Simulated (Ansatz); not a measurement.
The system is CaO.

```
CELL_PARAMETERS angstrom
-1.66763 1.66763 8.51349
1.66763 -1.66763 8.51349
1.66763 1.66763 -8.51349
ATOMIC_POSITIONS crystal
Ca 0.67960 0.67960 0.00000
Ca 0.32040 0.32040 0.00000
O 0.81819 0.81819 0.00000
O 0.18181 0.18181 0.00000
```

The cell comes from a database or a generator and needn't be the stable form of this composition.

Program: Ansatz 0.2.0. Alike in all runs: task single point; level HSE06 form with a typed share of exact exchange; potentials or basis Ansatz PAW; no spin polarisation; cell as given; k mesh 6 × 6 × 6; cutoff (eV) 420; smearing fermi-dirac 0.05 eV; the mesh is coarse, so values aren't converged.

Problem. Order these runs on this cell by their band gap on the k mesh, lowest first.
A. share of exact exchange 0.1
B. share of exact exchange 0.2
C. share of exact exchange 0.15
D. share of exact exchange 0.05

Solution. D (2.32 eV), A (2.55 eV), C (2.79 eV), B (3.03 eV).

Caveats: all runs use coarse meshes.

A k mesh can miss the band edges.
